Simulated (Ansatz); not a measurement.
# Stack of 1T-IrSTe under 2H-MoTe2, shifted by a third of the diagonal in a perpendicular field, part 2 of 3

Wanted: the out-of-plane response of the stack of 1T-IrSTe under 2H-MoTe2, shifted by a third of the diagonal. A positive field points along +c.

Ansatz 0.2.0; plane-wave DFT, PBEsol-D3(BJ), Ansatz PAW.

So far. Step 2 (Relaxation): The lattice constant a goes from 3.566 to 3.450 Å.

### 3. Atoms held, field 0

A sawtooth potential applies the field, turning back in the middle of the vacuum. With the dipole correction the typed value is the field outside the slab. The induced dipole is small, so the SCF threshold is tight.

The cell differs from the one that the last finished run ended in (c 50.406 → 27.251 Å).

The input, input.yaml:

```yaml
crystal:
  lattice:
    - [3.4504351171, 0.0, 0.0]
    - [-1.7252175585, 2.9881644655, 0.0]
    - [0.0, 0.0, 27.2505925414]
  atoms:
    - { symbol: Te, position: [0.6666666667, 0.3333333333, 0.3302680478] }
    - { symbol: Ir, position: [0.0, 0.0, 0.3991136523] }
    - { symbol: S, position: [0.3333333333, 0.6666666667, 0.4403755528] }
    - { symbol: Te, position: [0.6666666667, 0.3333333333, 0.5370286237] }
    - { symbol: Mo, position: [0.3333333333, 0.6666666667, 0.603305924] }
    - { symbol: Te, position: [0.6666666667, 0.3333333333, 0.6697319522] }
kpoints:
  mp_grid: { grid: [18, 18, 1] }
  band_path:
    path: [[0, 0, 0], [0.5, 0, 0], [0.33333333, 0.33333333, 0], [0, 0, 0]]
    npoints: 16
hamiltonian:
  xc: pbesol
  dispersion: d3bj
scf:
  occupations: { method: fermi_dirac, width: 0.05 }
  convergence: { dr2_threshold: 1.0e-10 }
efield:
  axis: 3
  dipole_correction: true
  ramp_position: 0.97
  ramp_width: 0.06
  amplitude: 0
output:
  dos: { projected: true, e_range: [-6, 5] }
  bader: true
  write_potential: true
  write_density: true
  volumetric_format: npy
  elf: true
```

Command:

```bash
> ansatz run input.yaml --threads 4 --pin off --max-ram 12288MiB --backend cpu --events-out ev --progress --plain --runs-dir out
```

Numbers of over 12 decimals in the logs are rounded to 6 here.

What it wrote:

```text
[...]
Crystal: 6 atoms, lattice volume = 280.966 Å³
Basis set: ecut = 420 eV, 5455 PW (Γ)
Bands: 51, of which v1, the nominal top of the filled ones, is band 43 counted from 1 (42 counted from 0)
Symmetry: 6 space group operations
[...]
k-points: 37 of 324 (time reversal used)
[...]
SCF iter   1: F=—  HF=-38289.771225 eV  |F-HF|=—  |Δ(HF+E_count)|=         —  Δρ=4.42e-3  dr2=4.41e-1  ethr=1.77e-3  p=0.008 e·Å  D=4.89e-3 V/Å  ΔV_dip=-0.13 eV  dr2_dipole=9.96e-2  V_vac-E_F(+/−)=4.13/4.27 eV  ⟨swp⟩=11.6  Hψ=8831  notcnv=0
efield: sawtooth ramp at fractional position 0.9700 (set: `efield.ramp_position`, or a place that a band, a saddle search or an elastic batch's reference lends), width 0.0600; the density the first Hamiltonian is built on has a dipole p = 0.008 e·Å; the dipole correction subtracts the counter field D = 4.89e-3 V/Å, which shifts the + side's vacuum level by -0.13 eV against the − side's; the planar-averaged density in the ramp window peaks in size at 1.5e-5 e/Å³
[...]
SCF iter   2: F=—  HF=-38290.453357 eV  |F-HF|=—  |Δ(HF+E_count)|=   6.82e-1  Δρ=1.35e-2  dr2=1.20e1  ethr=5.18e-4  p=-0.136 e·Å  D=-8.74e-2 V/Å  ΔV_dip=2.38 eV  dr2_dipole=4.55e0  V_vac-E_F(+/−)=6.57/4.19 eV  ⟨swp⟩=4.4  Hψ=3853  notcnv=0  defer=64  recentre
[...]
SCF iter  16: F=-38289.736246 eV  HF=-38289.736246 eV  |F-HF|=5.82e-11  |Δ(HF+E_count)|=  2.18e-11  Δρ=7.58e-8  dr2=2.80e-11  ethr=1.00e-12  p=-0.014 e·Å  D=-9.19e-3 V/Å  ΔV_dip=0.25 eV  dr2_dipole=2.84e-16  V_vac-E_F(+/−)=4.64/4.39 eV  ⟨swp⟩=13.4  Hψ=5422  notcnv=0
SCF 1 converged in 16 iterations: F = -38289.736246 eV  dr2 = 2.80e-11
[...]
NSCF: frozen V_eff on 49 k-points
efield: sawtooth ramp at fractional position 0.9700 (kept from the solve that this one continues, or follows in the run), width 0.0600; the density the first Hamiltonian is built on has a dipole p = -0.014 e·Å; the dipole correction subtracts the counter field D = -9.19e-3 V/Å, which shifts the + side's vacuum level by +0.25 eV against the − side's; the planar-averaged density in the ramp window peaks in size at 6.1e-6 e/Å³
[...]
SCF converged after 16 iterations
Free energy (F): -38289.736246 eV
[...]
Internal energy: -38289.723970 eV  (E = F + TS)
E sigma→0 (E₀):  -38289.730108 eV
Entropy (-TS):   -0.012276 eV (-2.046 meV/atom)
Fermi energy:    3.882347 eV
Dipole field:    D = -0.009193 V/Å  (p = -0.014274 e·Å, saw-weighted, corrected)
Work function:   Φ+ = 4.6393 eV   Φ− = 4.3888 eV
Levels:          The Fermi level and band energies are counted from a zero that moves with the ramp; work functions are not
[...]
--- Band table (eV; the first three rows and the last of 37) ---
  k-point 0: bands = [... 39 lower, 2.8501, 4.4065, 4.4510, 4.4510, 6.8850, 6.8850, 7.1637, 7.1637, ... 4 higher]
  k-point 1: bands = [... 39 lower, 2.8870, 3.8621, 4.4595, 4.8346, 6.6293, 6.8393, 6.8900, 7.1129, ... 4 higher]
  k-point 2: bands = [... 39 lower, 2.9085, 3.3079, 4.4610, 4.8688, 6.1891, 6.3588, 6.5151, 6.6369, ... 4 higher]
  k-point 36: bands = [... 39 lower, 2.0141, 2.6918, 2.9961, 3.6304, 4.6914, 4.9730, 5.4029, 6.0146, ... 4 higher]
--- Bader charges: 6 sites ---
  site symbol  charge [e]  shift [e]
     0     Te      0.0588     0.0001
     1     Ir      0.1165     0.0078
     2      S     -0.2496     0.0077
     3     Te     -0.1904     0.0004
     4     Mo      0.5374     0.0007
     5     Te     -0.2726     0.0003
  estimated error of the sums over rays = 4.6e-4 e
```

The job ended after 59 s (4 threads of Intel Xeon Platinum 8259CL at 2.50GHz (Skylake/Cascade Lake), shared host; peak memory 1.1 GiB).

Numbers from this step:

* energy at zero smearing: -38289.7301 eV
* work function, upper face: 4.639 eV
* work function, lower face: 4.389 eV
* dipole along the normal: -0.01427 e·Å
* step between the vacuum levels: 0.2505 eV

Running mean over a fixed 2.7 Å (it still follows the layers) of the planar mean; the ramp of the sawtooth is left out. Table of electron's electrostatic potential energy less the Fermi level by z:

z (Å), electron's electrostatic potential energy less the Fermi level (eV) and a bar from the least value:
```
      3.5       4.39 #############################
      4.0       4.39 #############################
      4.5       4.39 #############################
      5.0       4.38 #############################
      5.5       4.37 #############################
      6.0       4.30 #############################
      6.5       4.03 #############################
      7.0       2.99 ###########################
      7.5       1.63 ########################
      8.0       0.59 ######################
      8.5      -1.04 ##################
      9.0      -2.75 ###############
      9.5      -5.20 ##########
     10.0      -7.20 #####
     10.5      -9.10 #
     11.0      -9.80 
     11.5      -9.30 #
     12.0      -7.07 ######
     12.5      -4.34 ###########
     13.0      -2.57 ###############
     13.5      -1.07 ##################
     14.0      -0.95 ##################
     14.5      -2.30 ################
     15.0      -4.87 ##########
     15.5      -6.97 ######
     16.0      -8.05 ####
     16.5      -8.56 ###
     17.0      -7.81 ####
     17.5      -6.56 #######
     18.0      -4.16 ############
     18.5      -1.73 #################
     19.0       0.05 ####################
     19.5       1.42 #######################
     20.0       2.46 #########################
     20.5       3.89 ############################
     21.0       4.46 ##############################
     21.5       4.60 ##############################
     22.0       4.63 ##############################
     22.5       4.64 ##############################
     23.0       4.64 ##############################
     23.5       4.64 ##############################
     24.0       4.64 ##############################
```

The density of states has structure finer than the step of the table below, so its rows give means over 0.2 eV, whole bins alone (the curve runs from -6 to 1.99 eV). Peaks (eV: height): -3.79: 14.8, -3.38: 12.8, -2.86: 10.9, -0.95: 10.3, -0.43: 14.5, 1.50: 10.4, 1.75: 16.4.

Table of density of states by energy, zero at the Fermi level; means over each step:

energy (eV), density of states (states/eV a cell) and a bar:
```
     -5.8        6.3 ###################
     -5.6        6.2 ###################
     -5.4        3.3 ########
     -5.2        4.7 #############
     -5.0        3.5 #########
     -4.8        2.7 ######
     -4.6        4.7 ##############
     -4.4        3.3 ########
     -4.2        2.4 #####
     -4.0        2.4 #####
     -3.8        6.2 ###################
     -3.6        3.6 ##########
     -3.4        6.5 ####################
     -3.2        4.6 #############
     -3.0        5.8 #################
     -2.8        7.7 ########################
     -2.6        4.6 #############
     -2.4        3.5 #########
     -2.2        4.9 ##############
     -2.0        4.5 #############
     -1.8        6.7 #####################
     -1.6        5.2 ###############
     -1.4        7.2 ######################
     -1.2        4.8 ##############
     -1.0        6.2 ###################
     -0.8        3.7 ##########
     -0.6        5.0 ##############
     -0.4        5.6 ################
     -0.2        1.5 ##
      0.0        1.1 #
      0.2        1.0 
      0.4        1.1 #
      0.6        0.9 
      0.8        1.3 #
      1.0        3.2 ########
      1.2        3.5 #########
      1.4        4.8 ##############
      1.6        4.2 ############
      1.8        9.4 ##############################
```

Projected DOS per atom over height of the atomic layer and energy from the Fermi level. Layers: Te Ir S Te Mo Te from below.

Ten even steps from '_' (0.00 states/eV) to '@' (2.85 states/eV), each cell a mean:
```
..--::::@@--
..::....@@..
..::....==..
......______
..__________
....________
::::....--..
::==....++..
..==__::++::
..**..::**--
..**..::==--
__--..------
..::..::==::
==%%..----::
++++....::::
::--__------
..::__::....
..::..::::::
..::....::::
::::....::--
..**++____..
::++**::____
```
Columns: height of the atomic layer (Å) from 9 to 18.3 (not evenly spaced); rows upwards: energy from the Fermi level (eV) from -5.96 to 1.96.

Electronic bands along the path, in eV, zero at the Fermi level:

```csv
point,band 40,band 41,band 42,band 43,band 44,band 45,band 46,band 47
Γ,-1.03,0.52,0.57,0.57,3.00,3.00,3.28,3.28
halfway,-1.17,-1.11,-0.40,0.21,1.28,1.83,2.02,2.52
M,-1.29,-1.27,-1.06,-0.38,1.37,1.61,1.83,2.42
halfway,-1.71,-1.50,-0.60,-0.40,1.04,1.38,1.86,2.17
K,-1.87,-1.19,-0.89,-0.25,0.81,1.09,1.52,2.13
halfway,-1.21,-0.88,-0.81,0.29,1.08,1.50,1.73,1.83
Γ,-1.03,0.52,0.57,0.57,3.00,3.00,3.28,3.28
```

Valence density in the ca plane at fractional y = 0.667, with atoms of S and Mo within 0.2 Å of it. It is the smooth field of the valence electrons, not physical close to the nuclei.

Ten steps, logarithmic in the rise over the least value, from '0' (0.0 e/Å³) to '9' (6.5 e/Å³), each cell a mean:
```
00000000000123444444554322112344433333344443
00000000000123444444554321112344433323344443
00000000000112344434444432212344433333344433
00000000000012233333345554322233334665433332
00000000000011222222345666431122347898643221
00000000000001111112345446532122358999743211
00000000000001122112346556531122347999743221
00000000000011222222345655422223345787533322
00000000000012333333444443222334434444334332
```
Columns run along c (16.0 Å, from fractional 0.13 to 0.71 of the cell), rows up along a (3.5 Å). Atoms in or near the plane, at fractional coordinates: S at (0.44, 0.33), Mo at (0.60, 0.33).

Electrostatic potential energy in the ca plane at fractional y = 0.667, with atoms of S and Mo within 0.2 Å of it. With pseudopotentials it is smooth inside the atoms' cores, unlike the true potential.

Values in eV, 5 rows by 16 columns, each cell a mean:
```
  8   8   8   8   5  -8  -2  -5   3   7   2  -9   3   5  -4  -5
  8   8   8   8   6  -2   1  -1   0   5   4  -3   0  -2   0   0
  8   8   8   8   8   5   6   3 -26 -11   7   5 -19 -34   0   6
  8   8   8   8   8   6   7   2 -30 -16   7   5 -24 -38  -2   7
  8   8   8   8   7   2   3   2  -8   1   5   1  -6 -15   1   3
```
Columns run along c (16.0 Å, from fractional 0.13 to 0.71 of the cell; values clipped at the 3rd and 97th percentile), rows up along a (3.5 Å). Atoms in or near the plane, at fractional coordinates: S at (0.44, 0.33), Mo at (0.60, 0.33).

ELF in the ca plane at fractional y = 0.667, with atoms of S and Mo within 0.2 Å of it. It is the smooth field of the valence electrons, not physical close to the nuclei.

Ten even steps from '0' (0.00) to '9' (0.92), each cell a mean:
```
00000000002467655542233321015655554323555567
00000000002567655642243321015655555334555567
00000000001366655542233443113655553222465566
00000000000235554422247888621355532443245554
00000000000012222111268669951123325777423321
00000000000001110000265118971012226647622210
00000000000011111001267338961012226767522210
00000000000123443221258889831234433675334432
00000000001356655532235676312555652222356556
```
Columns run along c (16.0 Å, from fractional 0.13 to 0.71 of the cell), rows up along a (3.5 Å). Atoms in or near the plane, at fractional coordinates: S at (0.44, 0.33), Mo at (0.60, 0.33).

The work function of the upper face is 4.64 eV.

### 4. Atoms held, field 0.05 V/Å

Edit input.yaml of step 3 so:

```diff
@@ -28,6 +28,4 @@
   ramp_width: 0.06
-  amplitude: 0
+  amplitude: 0.05
 output:
-  dos: { projected: true, e_range: [-6, 5] }
-  bader: true
   write_potential: true
@@ -35,2 +33 @@
   volumetric_format: npy
-  elf: true
```

What it wrote:

```text
[...]
Crystal: 6 atoms, lattice volume = 280.966 Å³
Basis set: ecut = 420 eV, 5455 PW (Γ)
Bands: 51, of which v1, the nominal top of the filled ones, is band 43 counted from 1 (42 counted from 0)
Symmetry: 6 space group operations
[...]
k-points: 37 of 324 (time reversal used)
[...]
k-point 0: bands = [... 39 lower, 2.8576, 4.4020, 4.4420, 4.4420, 6.8860, 6.8860, 7.1676, 7.1676, ... 4 higher]
  k-point 1: bands = [... 39 lower, 2.8966, 3.8558, 4.4505, 4.8278, 6.6273, 6.8375, 6.8961, 7.1128, ... 4 higher]
  k-point 2: bands = [... 39 lower, 2.9195, 3.3040, 4.4520, 4.8618, 6.1829, 6.3687, 6.5175, 6.6337, ... 4 higher]
  k-point 36: bands = [... 39 lower, 2.0055, 2.6814, 2.9862, 3.6375, 4.6837, 4.9784, 5.4106, 6.0142, ... 4 higher]
[key lines of the parts left out:]
SCF converged after 15 iterations
Free energy (F): -38289.736365 eV
Fermi energy:    3.873772 eV
Dipole field:    D = 0.012234 V/Å  (p = 0.018997 e·Å, saw-weighted, corrected)
```

It took 30 s on 4 threads; peak memory 1 GiB; 1.9 min of CPU time.

The dipole is 0.0190 e·Å, 0.0333 e·Å from its value without field.

### 5. Single point, field -0.05 V/Å

Edit input.yaml of step 4 so:

```diff
@@ -28,3 +28,3 @@
   ramp_width: 0.06
-  amplitude: 0.05
+  amplitude: -0.05
 output:
```

What it wrote:

```text
[...]
Crystal: 6 atoms, lattice volume = 280.966 Å³
Basis set: ecut = 420 eV, 5455 PW (Γ)
Bands: 51, of which v1, the nominal top of the filled ones, is band 43 counted from 1 (42 counted from 0)
Symmetry: 6 space group operations
[...]
k-points: 37 of 324 (time reversal used)
[...]
k-point 0: bands = [... 39 lower, 2.8424, 4.4108, 4.4599, 4.4599, 6.8835, 6.8835, 7.1593, 7.1593, ... 4 higher]
  k-point 1: bands = [... 39 lower, 2.8771, 3.8682, 4.4684, 4.8413, 6.6306, 6.8407, 6.8835, 7.1123, ... 4 higher]
  k-point 2: bands = [... 39 lower, 2.8973, 3.3118, 4.4699, 4.8756, 6.1947, 6.3486, 6.5127, 6.6397, ... 4 higher]
  k-point 36: bands = [... 39 lower, 2.0227, 2.7022, 3.0059, 3.6229, 4.6987, 4.9676, 5.3950, 6.0145, ... 4 higher]
[key lines of the parts left out:]
SCF converged after 15 iterations
Free energy (F): -38289.737792 eV
Fermi energy:    3.890812 eV
Dipole field:    D = -0.030617 V/Å  (p = -0.047540 e·Å, saw-weighted, corrected)
```

Wall time 25 s (4 threads); peak memory 1 GiB; 96 s of CPU time.

The dipole is -0.0475 e·Å, -0.0333 e·Å from its value without field.

### 6. Single point, field 0.1 V/Å

Edit input.yaml of step 5 so:

```diff
@@ -28,3 +28,3 @@
   ramp_width: 0.06
-  amplitude: -0.05
+  amplitude: 0.1
 output:
```

What it wrote:

```text
[...]
Crystal: 6 atoms, lattice volume = 280.966 Å³
Basis set: ecut = 420 eV, 5455 PW (Γ)
Bands: 51, of which v1, the nominal top of the filled ones, is band 43 counted from 1 (42 counted from 0)
Symmetry: 6 space group operations
[...]
k-points: 37 of 324 (time reversal used)
[...]
k-point 0: bands = [... 39 lower, 2.8648, 4.3974, 4.4329, 4.4329, 6.8864, 6.8864, 7.1712, 7.1712, ... 4 higher]
  k-point 1: bands = [... 39 lower, 2.9059, 3.8493, 4.4413, 4.8209, 6.6247, 6.8351, 6.9016, 7.1112, ... 4 higher]
  k-point 2: bands = [... 39 lower, 2.9301, 3.3000, 4.4428, 4.8547, 6.1761, 6.3784, 6.5197, 6.6301, ... 4 higher]
  k-point 36: bands = [... 39 lower, 1.9967, 2.6708, 2.9762, 3.6443, 4.6758, 4.9836, 5.4178, 6.0134, ... 4 higher]
[key lines of the parts left out:]
SCF converged after 15 iterations
Free energy (F): -38289.738147 eV
Fermi energy:    3.865109 eV
Dipole field:    D = 0.033675 V/Å  (p = 0.052287 e·Å, saw-weighted, corrected)
```

Run time: 25 s. Hardware: 4 threads; peak memory 1.1 GiB.

The dipole is 0.0523 e·Å, 0.0666 e·Å from its value without field.

### 7. Atoms held, field 0.2 V/Å

Edit input.yaml of step 6 so:

```diff
@@ -28,3 +28,3 @@
   ramp_width: 0.06
-  amplitude: 0.1
+  amplitude: 0.2
 output:
```

What it wrote:

```text
[...]
Crystal: 6 atoms, lattice volume = 280.966 Å³
Basis set: ecut = 420 eV, 5455 PW (Γ)
Bands: 51, of which v1, the nominal top of the filled ones, is band 43 counted from 1 (42 counted from 0)
Symmetry: 6 space group operations
[...]
k-points: 37 of 324 (time reversal used)
[...]
k-point 0: bands = [... 39 lower, 2.8784, 4.3875, 4.4145, 4.4145, 6.8856, 6.8856, 7.0453, 7.1771, ... 4 higher]
  k-point 1: bands = [... 39 lower, 2.9234, 3.8361, 4.4229, 4.8067, 6.6173, 6.8292, 6.9114, 7.0727, ... 4 higher]
  k-point 2: bands = [... 39 lower, 2.9501, 3.2918, 4.4243, 4.8402, 6.1610, 6.3965, 6.5234, 6.6218, ... 4 higher]
  k-point 36: bands = [... 39 lower, 1.9790, 2.6497, 2.9561, 3.6568, 4.6592, 4.9933, 5.4313, 6.0105, ... 4 higher]
[key lines of the parts left out:]
SCF converged after 14 iterations
Free energy (F): -38289.746708 eV
Fermi energy:    3.847686 eV
Dipole field:    D = 0.076599 V/Å  (p = 0.118936 e·Å, saw-weighted, corrected)
```

It took 24 s on 4 threads; peak memory 1 GiB; 94 s of CPU time.

The dipole is 0.119 e·Å, 0.133 e·Å from its value without field.

### 8. Single point, field 0.3 V/Å

Edit input.yaml of step 7 so:

```diff
@@ -28,4 +28,6 @@
   ramp_width: 0.06
-  amplitude: 0.2
+  amplitude: 0.3
 output:
+  dos: { projected: true, e_range: [-6, 5] }
+  bader: true
   write_potential: true
@@ -33 +35,2 @@
   volumetric_format: npy
+  elf: true
```

What it wrote:

```text
[...]
Crystal: 6 atoms, lattice volume = 280.966 Å³
Basis set: ecut = 420 eV, 5455 PW (Γ)
Bands: 51, of which v1, the nominal top of the filled ones, is band 43 counted from 1 (42 counted from 0)
Symmetry: 6 space group operations
[...]
k-points: 37 of 324 (time reversal used)
[...]
k-point 36: bands = [... 39 lower, 1.9613, 2.6286, 2.9360, 3.6673, 4.6422, 5.0017, 5.4430, 6.0059, ... 4 higher]
--- Bader charges: 6 sites ---
  site symbol  charge [e]  shift [e]
     0     Te      0.0408     0.0001
     1     Ir      0.1175     0.0078
     2      S     -0.2458     0.0077
     3     Te     -0.1947     0.0004
     4     Mo      0.5372     0.0007
     5     Te     -0.2549     0.0003
  estimated error of the sums over rays = 4.5e-4 e
[key lines of the parts left out:]
SCF converged after 14 iterations
Free energy (F): -38289.761939 eV
Fermi energy:    3.830393 eV
Dipole field:    D = 0.119612 V/Å  (p = 0.185724 e·Å, saw-weighted, corrected)
```

It took 44 s on 4 threads; peak memory 1.1 GiB; 2.8 min of CPU time.

The dipole is 0.186 e·Å, 0.200 e·Å from its value without field.

[end of part 2 of 3]

[Logs are printed without paths, hosts, clocks, repeated set-up lines and the standing remarks that a program may print on its own settings, such as how far it seeks lower states.]

[Hosts, paths, dates, database ids (printed as entryN), source tags and the programs' standing remarks are cut or masked in the printed files.]

[Maps of the electrostatic potential energy from Ansatz leave out the sawtooth potential of an applied field or a dipole correction, so their vacuum need not be flat; planar profiles and work functions include it.]

[The density of states shown here was stored with 400 of the rows of the run's finer table, so its peaks can read low, often by over a quarter, or be missed, and its means over a window can be off by a tenth or more.]
